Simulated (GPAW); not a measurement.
# ZnS (F-43m) in GPAW: a series of runs

One crystal, ZnS, is run at these levels: OLYP, RPBE+D3, PBE, PBE+D4; tasks: equation of state, band structure.

All numbers are computed with GPAW 26.7.0; they aren't measurements. Logs are shortened: lines on timing, memory, paths and dates and some standing lists are left out, and cuts for length are marked. The log counts tension as positive stress, the text compression.

**The experiment to reproduce.**

From “Electronic, vibrational, and thermodynamic properties of ZnS (zincblende and rocksalt structure)”, 2009, arxiv:0911.5022, for a bulk crystal of ZnS: bulk modulus 76.9 GPa; band gap 3.85 eV (direct) at 19 K.

The results are compared with them further down.

### Step 1. The crystal as given

The structure is cubic, space group F-43m (No. 216). Conventional cell: a = 5.404 Å, b = 5.404 Å, c = 5.404 Å, α = 90.00°, β = 90.00°, γ = 90.00°. Zn (site symmetry -43m) is surrounded by 4 S at 2.34 Å. Around S (site symmetry -43m) lie 4 Zn at 2.34 Å.

### Step 2. Equation of state, OLYP

run.py reads:

```python
from ase.eos import EquationOfState
from ase.io import Trajectory, read
from ase.units import GPa
from gpaw import GPAW, PW, setup_paths

setup_paths.insert(0, '.')

atoms = read('ZnS.cif')

traj = Trajectory('eos.traj', 'w')
volumes, energies = [], []
for x in [0.94, 0.96, 0.98, 1.0, 1.02, 1.04, 1.06]:
    a = atoms.copy()
    a.set_cell(atoms.cell * x**(1 / 3), scale_atoms=True)
    calc = GPAW(mode=PW(600),
                xc='GGA_X_OPTX+GGA_C_LYP',
                kpts={'size': (7, 7, 7), 'gamma': True},
                occupations={'name': 'fermi-dirac', 'width': 0.05},
                nbands=18,
                convergence={'density': 1e-05, 'energy': 1e-05},
                eigensolver='davidson',
                maxiter=150,
                txt=f'eos-{x:.2f}.txt')
    a.calc = calc
    energies.append(a.get_potential_energy(force_consistent=True))
    volumes.append(a.get_volume())
    p = -a.get_stress()[:3].mean() / GPa
    calc.write(f'eos-{x:.2f}.gpw')
    traj.write(a)
    print(f'{x:.2f} {volumes[-1]:10.4f} A^3 {energies[-1]:14.6f} eV {p:9.3f} GPa', flush=True)

v0, e0, B = EquationOfState(volumes, energies, eos='birchmurnaghan').fit()
print(f'V0 = {v0:.4f} A^3, E0 = {e0:.6f} eV, B0 = {B / GPa:.2f} GPa')
```

ZnS.cif reads:

```cif
data_ZnS
_cell_length_a 3.82120505
_cell_length_b 3.82120505
_cell_length_c 3.82120505
_cell_angle_alpha 60.00000000
_cell_angle_beta 60.00000000
_cell_angle_gamma 60.00000000
_space_group_name_H-M_alt 'P1'
_space_group_name_Hall 'P 1'
_space_group_IT_number 1
loop_
_space_group_symop_operation_xyz
'x,y,z'
loop_
_atom_site_label
_atom_site_type_symbol
_atom_site_symmetry_multiplicity
_atom_site_Wyckoff_symbol
_atom_site_fract_x
_atom_site_fract_y
_atom_site_fract_z
_atom_site_occupancy
Zn1 Zn 1 a 0.7500000000 0.7500000000 0.7500000000 1
S1 S 1 a 0.0000000000 0.0000000000 0.0000000000 1
```

Potentials or basis: PAW data sets generated in the run's folder for this functional, pw.

Started as:

```sh
gpaw-setup -f GGA_X_OPTX+GGA_C_LYP S Zn
OMP_NUM_THREADS=1 python run.py
```

Output:

```text
__  _  _
 | _ |_)|_||  |
 |__||  | ||/\| - 26.7.0

Input parameters:
  mode=PW(ecut=600.0),
  convergence={'density': 1e-05, 'energy': 1e-05},
  eigensolver=Davidson(niter=2),
  kpts=MonkhorstPack(size=(7, 7, 7), gamma=True),
  maxiter=150,
  nbands=18,
  occupations=Occupations(name='fermi-dirac', width=0.05),
  xc=XC(name='GGA_X_OPTX+GGA_C_LYP')

Diagonalizing LCAO Hamiltonian
Converting LCAO to pw mode

                       Zn

       S

Atoms  # Å, Bohr magnetons
|   | symbol |        x |        y |        z |    initial magnetic moments |
|---|--------|----------|----------|----------|-----------------------------|
| 0 |     Zn | 5.614799 | 3.241706 | 2.292232 | ( 0.0000,  0.0000,  0.0000) |
| 1 |      S | 0.000000 | 0.000000 | 0.000000 | ( 0.0000,  0.0000,  0.0000) |

Unit cell  # Å
| periodic |        x |        y |        z |  lengths |    angles |
|----------|----------|----------|----------|----------|-----------|
|      yes | 3.743199 | 0.000000 | 0.000000 | 3.743199 | 60.000000 |
|      yes | 1.871600 | 3.241706 | 0.000000 | 3.743199 | 60.000000 |
|      yes | 1.871600 | 1.080569 | 3.056310 | 3.743199 | 60.000000 |

Number of symmetries: 24
Symmetry operations  # r_c * U_cc + t_c -> r_c
|    | kind |            matrix            |
|----|------|------------------------------|
|  0 |  E   |  1, 0, 0,  0, 1, 0,  0, 0, 1 |
|  1 |  σ   |  1, 0, 0,  0, 0, 1,  0, 1, 0 |
|  2 |  σ   |  1, 0,-1,  0, 1,-1,  0, 0,-1 |
|  3 |  C3  |  1, 0,-1,  0, 0,-1,  0, 1,-1 |
|  4 |  C3  |  1,-1, 0,  0,-1, 1,  0,-1, 0 |
|  5 |  σ   |  1,-1, 0,  0,-1, 0,  0,-1, 1 |
|  6 |  σ   |  0, 1, 0,  1, 0, 0,  0, 0, 1 |
|  7 |  C3  |  0, 1, 0,  0, 0, 1,  1, 0, 0 |
|  8 |  C2  |  0, 1,-1,  1, 0,-1,  0, 0,-1 |
|  9 |  S4  |  0, 1,-1,  0, 0,-1,  1, 0,-1 |
| 10 |  C3  |  0, 0, 1,  1, 0, 0,  0, 1, 0 |
| 11 |  σ   |  0, 0, 1,  0, 1, 0,  1, 0, 0 |
| 12 |  S4  |  0, 0,-1,  1, 0,-1,  0, 1,-1 |
| 13 |  C3  |  0, 0,-1,  0, 1,-1,  1, 0,-1 |
| 14 |  S4  |  0,-1, 1,  1,-1, 0,  0,-1, 0 |
| 15 |  C2  |  0,-1, 1,  0,-1, 0,  1,-1, 0 |
| 16 |  C3  |  0,-1, 0,  1,-1, 0,  0,-1, 1 |
| 17 |  S4  |  0,-1, 0,  0,-1, 1,  1,-1, 0 |
| 18 |  S4  | -1, 1, 0, -1, 0, 1, -1, 0, 0 |
| 19 |  C3  | -1, 1, 0, -1, 0, 0, -1, 0, 1 |
| 20 |  C3  | -1, 0, 1, -1, 1, 0, -1, 0, 0 |
| 21 |  S4  | -1, 0, 1, -1, 0, 0, -1, 1, 0 |
| 22 |  σ   | -1, 0, 0, -1, 1, 0, -1, 0, 1 |
| 23 |  C2  | -1, 0, 0, -1, 0, 1, -1, 1, 0 |

BZ-sampling:
  Number of BZ points: 343
  Number of IBZ points: 20

  Monkhorst-Pack size: [7, 7, 7]
  Monkhorst-Pack shift: [0, 0, 0]

K-points  # in reciprocal-cell coordinates
|     |                                coordinates |     weight |
|-----|--------------------------------------------|------------|
|   0 | (  0.00000000,   0.00000000,   0.00000000) | 0.00291545 |
|   1 | (  0.14285714,   0.14285714,   0.00000000) | 0.01749271 |
|   2 | (  0.14285714,   0.14285714,   0.14285714) | 0.02332362 |
|   3 | (  0.28571429,   0.14285714,   0.14285714) | 0.03498542 |
|   4 | (  0.28571429,   0.28571429,   0.00000000) | 0.01749271 |
|   5 | (  0.28571429,   0.28571429,   0.14285714) | 0.06997085 |
|   6 | (  0.28571429,   0.28571429,   0.28571429) | 0.02332362 |
|   7 | (  0.42857143,  -0.28571429,  -0.28571429) | 0.03498542 |
|   8 | (  0.42857143,   0.28571429,  -0.42857143) | 0.13994169 |
|   9 | (  0.42857143,   0.28571429,  -0.28571429) | 0.06997085 |
| ... |                                            |            |
|  19 | (  0.42857143,   0.42857143,   0.42857143) | 0.02332362 |

Plane wave coefficients: 1259
Cutoff: 600.0 eV

Spin-components: 1 (collinear spins)
Bands:           18
Projectors:      11
Spin-degeneracy: 2
Datatype:        complex128

Parallelization:
  kpt:    1
  domain: 1
  band:   1

Density:
  Valence electrons: 18.0
  Components: 1
  Grid points: [24 24 24]
  Charge: 0.0  # |e|

Potential:
  Grid points: [24 24 24]

species:
  Zn:
    name:    Zinc
    Z:       30.0
    valence: 12
    core:    18
    charge:  0.0  # [|e|]
    compensation charges:
      type: gauss
      rc: 0.37  # [Å]
      lmax: 2
    cutoffs:
      filter: 2.14  # [Å]
      core: 2.28  # [Å]
    projectors
    | kind |    occ | energy [eV] | rcut [Å] |
    |------|--------|-------------|----------|
    |   4s |  2.000 |      -5.638 |    1.286 |
    |   4p |  0.000 |      -1.044 |    1.270 |
    |   3d | 10.000 |     -10.222 |    1.180 |
    |    s |        |      21.574 |    1.286 |
    |    p |        |      26.167 |    1.270 |
    |    d |        |      16.989 |    1.180 |

    Using partial waves for Zn as LCAO basis

  S:
    name:    Sulfur
    Z:       16.0
    valence: 6
    core:    10
    charge:  0.0  # [|e|]
    compensation charges:
      type: gauss
      rc: 0.24  # [Å]
      lmax: 2
    cutoffs:
      filter: 1.77  # [Å]
      core: 1.62  # [Å]
    projectors
    | kind |    occ | energy [eV] | rcut [Å] |
    |------|--------|-------------|----------|
    |   3s |  2.000 |     -17.189 |    0.974 |
    |   3p |  4.000 |      -6.908 |    0.979 |
    |    s |        |      10.022 |    0.974 |
    |    p |        |      20.303 |    0.979 |
    |    d |        |       0.000 |    0.900 |

    Using partial waves for S as LCAO basis

Reference energy: -59744.948944  # eV

eigensolver:
  Davidson
  Converge bands: occupied
  niter=2

density mixing:
  MSR1-Mixer
  Pratt-step length: 0.05
  Maximum mixing coefficient: 0.75
  Old densities: 10
  SVD Regularization: 0.005
  Good broyden scale: 1.0
  Trust region scale: 1.0
  Backstep threshold: 4.0
  History deletion threshold: 6.0
  Fourier metric: weight=20.0, sigma=0.015

occupation numbers:
  Fermi-Dirac:
    width: 0.0500  # eV

poisson solver:
  ecut: 4800.0  # eV

xc functional:
  name: GGA_X_OPTX+GGA_C_LYP with 2 nearest neighbor stencil

convergence criteria:
- Maximum integral of absolute [dens]ity change: 1e-05 electrons / valence electron
- Maximum [total energy] change in last 3 cyles: 1e-05 eV / valence electron
- Maximum integral of absolute [eigenst]ate change: 4e-08 eV^2 / valence electron
maximum number of iterations: 150

SCF iterations
|iter     | |      energy | eigst |  dens |
|---------|-|-------------|-------|-------|
|iter:   1| |   -5.820344 | +0.41 |       |
|iter:   2| |   -5.831231 | -0.44 | -1.16 |
|iter:   3| |   -5.590030 | -1.10 | -1.20 |
|iter:   4| |   -5.598941 | -1.82 | -1.76 |
|iter:   5| |   -5.602933 | -2.90 | -2.20 |
|iter:   6| |   -5.603419 | -3.67 | -2.79 |
|iter:   7| |   -5.603516 | -4.38 | -3.52 |
|iter:   8| |   -5.603558c| -4.87 | -3.75 |
|iter:   9| |   -5.603560c| -5.92 | -4.30 |
|iter:  10| |   -5.603560c| -6.65 | -4.75 |
|iter:  11| |   -5.603560c| -7.84c| -5.20c|

Converged in 11 steps
Energy contributions relative to reference atoms: (reference = -59744.948944)

Energy contributions:
  Kinetic:          12.735793
  Coulomb:          -9.901972
  Zero:              0.061148
  External:          0.000000
  Xc:               -8.498530
  Entropy:          -0.000000
  Spinorbit:         0.000000
  ----------------------------
  Free energy:      -5.603560
  Extrapolated:     -5.603560

dipole moment: (-20.153002, -11.635341, -8.227429)  # |e|*Ang

Fermi level: 5.852
Eigenvalues  # (at kpt = [0.000, 0.000, 0.000])
| band index |      eig [eV] | occ [0-2] |
|------------|---------------|-----------|
|          0 |        -8.885 |     2.000 |
|          1 |        -2.113 |     2.000 |
|          2 |        -2.113 |     2.000 |
|          3 |        -2.113 |     2.000 |
|          4 |        -1.591 |     2.000 |
|          5 |        -1.591 |     2.000 |
|          6 |         4.588 |     2.000 |
|          7 |         4.588 |     2.000 |
|          8 |         4.588 |     2.000 |
|          9 |         7.452 |     0.000 |
|         10 |        11.136 |     0.000 |
|         11 |        11.136 |     0.000 |
|         12 |        11.136 |     0.000 |
|         13 |        16.344 |     0.000 |
|         14 |        16.344 |     0.000 |
|         15 |        17.620 |     0.000 |
|         16 |        19.869 |     0.000 |
|         17 |        19.870 |     0.000 |

Gap: 2.865 eV
Transition (v -> c):
  (s=0, k=0, n=8, [0.00, 0.00, 0.00]) -> (s=0, k=0, n=9, [0.00, 0.00, 0.00])
No difference between direct/indirect transitions

Stress tensor  # eV/Ang^3
|         x |         y |         z |
|-----------|-----------|-----------|
| -0.065571 |  0.000000 |  0.000000 |
|  0.000000 | -0.065571 | -0.000000 |
|  0.000000 |  0.000000 | -0.065571 |

# Writing to eos-0.94.gpw (mode='')
```

Wall time 62 s (1 thread of Arm Neoverse V2, shared host); peak memory 0.22 GiB.

Results:

```yaml
Equilibrium_volume: "21.21 Å³/atom (rough: see the caveat)"
Bulk_modulus: 59 GPa (rough)
```

Energy against volume, from the lowest point:
```csv
volume (Å³/atom),energy (meV/atom)
18.543,77.44
18.938,53.98
19.332,35.31
19.727,20.96
20.121,10.54
20.516,3.67
20.910,0.00
```

Caveat: the minimum lies outside the volumes run.

### Step 3. Equation of state, RPBE+D3

Edit run.py of step 2 so:

```diff
@@ -1 +1,2 @@
+from ase.calculators.mixing import SumCalculator
 from ase.eos import EquationOfState
@@ -3,7 +4,6 @@
 from ase.units import GPa
-from gpaw import GPAW, PW, setup_paths
+from dftd3.ase import DFTD3
+from gpaw import GPAW, PW
 
-setup_paths.insert(0, '.')
-
-atoms = read('ZnS.cif')
+atoms = read('ZnS.xyz')
 
@@ -15,3 +15,3 @@
     calc = GPAW(mode=PW(600),
-                xc='GGA_X_OPTX+GGA_C_LYP',
+                xc='RPBE',
                 kpts={'size': (7, 7, 7), 'gamma': True},
@@ -20,7 +20,6 @@
                 convergence={'density': 1e-05, 'energy': 1e-05},
-                eigensolver='davidson',
                 maxiter=150,
                 txt=f'eos-{x:.2f}.txt')
-    a.calc = calc
-    energies.append(a.get_potential_energy(force_consistent=True))
+    a.calc = SumCalculator([calc, DFTD3(method='rpbe', damping='d3zero')])
+    energies.append(a.get_potential_energy())
     volumes.append(a.get_volume())
```

ZnS.xyz reads:

```xyz
2
Lattice="0.0000000000 2.7020000000 2.7020000000 2.7020000000 0.0000000000 2.7020000000 2.7020000000 2.7020000000 0.0000000000" Properties=species:S:1:pos:R:3 pbc="T T T"
Zn     4.0530000000      4.0530000000      4.0530000000
S      0.0000000000      0.0000000000      0.0000000000
```

Potentials or basis: the program's PAW data sets (release 1.2.1) made for this functional, pw.

Started as:

```sh
OMP_NUM_THREADS=1 python run.py
```

It took 66 s on 1 thread of Arm Neoverse V2, shared host; peak memory 0.22 GiB.

Results (log left out):

```
Equilibrium volume                      : 19.68 Å³/atom
Bulk modulus                            : 73 GPa
Pressure derivative of the bulk modulus : 4.7
```

Energy against volume, from the lowest point:
```csv
volume (Å³/atom),energy (meV/atom)
18.543,16.58
18.938,6.75
19.332,1.39
19.727,0.00
20.121,2.19
20.516,7.54
20.910,15.71
```

### Step 4. Band structure, PBE

run.py reads:

```python
from ase.dft.bandgap import bandgap
from ase.io import write
from ase.spacegroup import crystal
from ase.units import GPa
from gpaw import GPAW, PW, setup_paths

setup_paths.insert(0, '.')

# Zn 4c
# S 4a
atoms = crystal(['Zn', 'S'],
                basis=[[0.25, 0.25, 0.25],
                       [0.0, 0.0, 0.0]],
                spacegroup=216, setting=1,  # F-43m
                cellpar=[5.404, 5.404, 5.404, 90.0, 90.0, 90.0],
                primitive_cell=True)

calc = GPAW(mode=PW(1100),
            xc='PBE',
            kpts={'size': (7, 7, 7), 'gamma': True},
            occupations={'name': 'fermi-dirac', 'width': 0.05},
            setups='sg15',
            nbands=-9,
            convergence={'density': 1e-05, 'energy': 1e-05},
            maxiter=150,
            txt='gpaw.txt')
atoms.calc = calc
energy = atoms.get_potential_energy()
forces = atoms.get_forces()
stress = atoms.get_stress()
calc.write('gs.gpw')
write('result.traj', atoms)
print(f'Energy: {energy:.6f} eV')
print('Forces (eV/A):')
print(forces.round(4))
print('Stress (GPa):', (stress / GPa).round(3))
print('Fermi level:', round(calc.get_fermi_level(), 4), 'eV')
print(f'Gap: {bandgap(calc)[0]:.4f} eV, direct: {bandgap(calc, direct=True)[0]:.4f} eV')

path = atoms.cell.bandpath('GXWKGLUWLK,UX', npoints=80, eps=1e-4)
bs_calc = calc.fixed_density(kpts=path, symmetry='off', nbands=-18,
                             convergence={'bands': 'CBM+6.0', 'eigenstates': 1e-6}, txt='bands.txt')
bs = bs_calc.band_structure()
bs.write('bs.json')
print(f'Gap on the path: {bandgap(bs_calc)[0]:.4f} eV')
```

Potentials or basis: SG15 ONCV 1.2, pw.

Started as:

```sh
OMP_NUM_THREADS=1 python run.py
```

It took 98 s on 1 thread of Arm Neoverse V2, shared host; peak memory 0.42 GiB.

Results (log left out):

| Property | Result |
| --- | --- |
| Free energy | -5726.7514 eV |
| Pressure | 1.7 GPa |
| Band gap on the k mesh | 2.11 eV, direct |
| Band gap along the path | 2.11 eV, direct |

Levels at the corners of the path, in eV from the valence-band top:
```tsv
point	band 9	band 10	band 11	band 12	band 13	band 14	band 15	band 16	band 17
Γ	-5.84	-5.84	0.00	0.00	0.00	2.11	6.42	6.42	6.42
X	-5.76	-5.62	-4.55	-2.22	-2.22	3.42	4.10	10.96	11.97
W	-5.87	-5.44	-4.58	-2.74	-2.71	5.71	6.05	7.88	8.25
K	-5.80	-5.49	-4.61	-3.10	-1.80	4.15	5.98	9.39	9.79
Γ	-5.84	-5.84	0.00	0.00	0.00	2.11	6.42	6.42	6.42
L	-5.80	-5.63	-5.29	-0.86	-0.86	3.32	6.95	6.95	8.87
U	-5.80	-5.49	-4.61	-3.10	-1.80	4.15	5.98	9.39	9.79
W	-5.87	-5.44	-4.58	-2.74	-2.71	5.71	6.05	7.88	8.25
L	-5.80	-5.63	-5.29	-0.86	-0.86	3.32	6.95	6.95	8.87
K	-5.80	-5.49	-4.61	-3.10	-1.80	4.15	5.98	9.39	9.79
U	-5.80	-5.49	-4.61	-3.10	-1.80	4.15	5.98	9.39	9.79
X	-5.76	-5.62	-4.55	-2.22	-2.22	3.42	4.10	10.96	11.97
```

[end of part 1 of 2]
